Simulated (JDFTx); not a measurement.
The system is AlN.

```xyz
4
Lattice="3.1130 0.0000 0.0000 -1.5565 2.6959 0.0000 0.0000 0.0000 4.9810" Properties=species:S:1:pos:R:3 pbc="T T T"
Al    1.5565    0.8986    2.4905
Al    0.0000    1.7973    0.0000
N     1.5565    0.8986    4.3833
N     0.0000    1.7973    1.8928
```

```yaml
Program: JDFTx 1.7.0 (patched build)
Task: single point
Functional: PBE
Potentials_or_basis: PseudoDojo-SR-PBE-0.5-standard
Cutoff: 1143 eV
Density_cutoff: 9143 eV
k_mesh: 10 × 10 × 6
Occupations: fermi-dirac, width 0.05 eV
Spin: no spin polarisation
```

On this cell: pressure 3.4 GPa; largest force 0.131 eV/Å; band gap on the k mesh 4.22 eV, direct.

The same run follows on a disturbed copy (atoms moved at random, drawn with an rms of 0.05 Å):

```xyz
4
Lattice="3.1130 0.0000 0.0000 -1.5565 2.6959 0.0000 0.0000 0.0000 4.9810" Properties=species:S:1:pos:R:3 pbc="T T T"
Al    1.5445    0.9099    2.4991
Al   -0.0289    1.8073   -0.0305
N     1.5019    0.8529    4.3273
N    -0.0145    1.7877    1.8684
```

What changes?

The energy moves by +18.3 meV/atom; pressure 4.1 GPa; largest force 1.409 eV/Å; band gap on the k mesh 4.24 eV, direct.

Forces in eV/Å, atoms in the order of the input:
```
Al  -0.092 -0.315 -1.278
Al  -0.228 -0.802  0.142
N    0.333  0.864  1.063
N   -0.014  0.253  0.073
```

Stress tensor (GPa, compression positive):
```
 0.48 -0.90 -0.53
-0.90  3.41 -1.84
-0.53 -1.84  8.29
```

Caveats: the empty levels aren't tightly converged.

A k mesh can miss the band edges.
